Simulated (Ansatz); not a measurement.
Born–Oppenheimer molecular dynamics of a periodic cell of 16 atoms, WC (start crystal WC, start structure P-6m2, volume 1.15 times the crystal's). It starts from a structure without forces on its atoms.

Method: Ansatz, DFT PBE, scalar-relativistic, plane waves, PAW. Settings: PAW set soft_1, cutoff 420 eV, k mesh 2x3x2, fermi-dirac smearing 0.24 eV, no spin polarisation.

```
ensemble        : NVT, Langevin thermostat
time step       : 0.75 fs
steps asked     : 250
set temperature : 2800 K
friction        : 0.02 /fs
seed            : 782167
```

First frame:

```xyz
16
Lattice="-3.0377 -5.2614 0.0000 4.5565 -2.6307 0.0000 0.0000 0.0000 5.9243" Properties=species:S:1:pos:R:3
W 0.000 -5.261 0.000
C 1.519 -4.385 1.481
W 0.000 -5.261 2.962
C 1.519 -4.385 4.443
W -1.519 -2.631 0.000
C 0.000 -1.754 1.481
W -1.519 -2.631 2.962
C 0.000 -1.754 4.443
W 1.519 -2.631 0.000
C 3.038 -1.754 1.481
W 1.519 -2.631 2.962
C 3.038 -1.754 4.443
W 0.000 0.000 0.000
C -1.519 -4.385 1.481
W 0.000 0.000 2.962
C -1.519 -4.385 4.443
```

What does the run give?

All steps were run.

```yaml
steps_done: 250
time_covered: 187.5 fs
mean_temperature_over_the_second_half: 2882 K
spread_of_the_potential_energy_over_the_second_half: 66.0 meV per atom
mean_potential_energy_of_the_second_half_above_the_start: 371.2 meV per atom
```

A run of 0.19 ps of so small a system gives no equilibrium averages. Limits of this set-up: coarse k mesh.

What happens to the structure?

Mean squared displacements from the first frame to the last, about the centre of mass: W 0.05 Å², C 0.09 Å². The details hang on the random start.

How do temperature and energy run in time?


```json
{"time (fs)": "0", "T (K)": "2625", "potential energy less start (eV)": "0.000"}
{"time (fs)": "6", "T (K)": "1940", "potential energy less start (eV)": "0.960"}
{"time (fs)": "12", "T (K)": "1301", "potential energy less start (eV)": "2.593"}
{"time (fs)": "18", "T (K)": "1301", "potential energy less start (eV)": "3.320"}
{"time (fs)": "24", "T (K)": "1186", "potential energy less start (eV)": "3.367"}
{"time (fs)": "30", "T (K)": "1680", "potential energy less start (eV)": "3.118"}
{"time (fs)": "36", "T (K)": "1965", "potential energy less start (eV)": "3.169"}
{"time (fs)": "42", "T (K)": "2276", "potential energy less start (eV)": "2.937"}
{"time (fs)": "48", "T (K)": "2406", "potential energy less start (eV)": "3.080"}
{"time (fs)": "54", "T (K)": "2070", "potential energy less start (eV)": "3.947"}
{"time (fs)": "60", "T (K)": "1961", "potential energy less start (eV)": "4.420"}
{"time (fs)": "66", "T (K)": "2334", "potential energy less start (eV)": "4.366"}
{"time (fs)": "72", "T (K)": "2733", "potential energy less start (eV)": "3.783"}
{"time (fs)": "78", "T (K)": "2698", "potential energy less start (eV)": "4.047"}
{"time (fs)": "84", "T (K)": "2233", "potential energy less start (eV)": "4.981"}
{"time (fs)": "90", "T (K)": "2451", "potential energy less start (eV)": "4.953"}
{"time (fs)": "96", "T (K)": "3741", "potential energy less start (eV)": "3.812"}
{"time (fs)": "102", "T (K)": "3919", "potential energy less start (eV)": "4.363"}
{"time (fs)": "108", "T (K)": "2576", "potential energy less start (eV)": "6.541"}
{"time (fs)": "114", "T (K)": "2688", "potential energy less start (eV)": "6.196"}
{"time (fs)": "120", "T (K)": "2884", "potential energy less start (eV)": "4.908"}
{"time (fs)": "126", "T (K)": "2939", "potential energy less start (eV)": "4.728"}
{"time (fs)": "132", "T (K)": "2783", "potential energy less start (eV)": "5.111"}
{"time (fs)": "138", "T (K)": "2828", "potential energy less start (eV)": "6.083"}
{"time (fs)": "144", "T (K)": "2493", "potential energy less start (eV)": "6.475"}
{"time (fs)": "150", "T (K)": "2226", "potential energy less start (eV)": "6.708"}
{"time (fs)": "156", "T (K)": "2294", "potential energy less start (eV)": "6.764"}
{"time (fs)": "162", "T (K)": "3520", "potential energy less start (eV)": "6.010"}
{"time (fs)": "168", "T (K)": "3564", "potential energy less start (eV)": "5.610"}
{"time (fs)": "174", "T (K)": "3141", "potential energy less start (eV)": "6.749"}
{"time (fs)": "180", "T (K)": "2381", "potential energy less start (eV)": "7.872"}
{"time (fs)": "186", "T (K)": "2675", "potential energy less start (eV)": "7.076"}
```

Run time: 22 min on 2 threads of Arm Neoverse V1, on a shared host, peak memory 0.71 GiB.
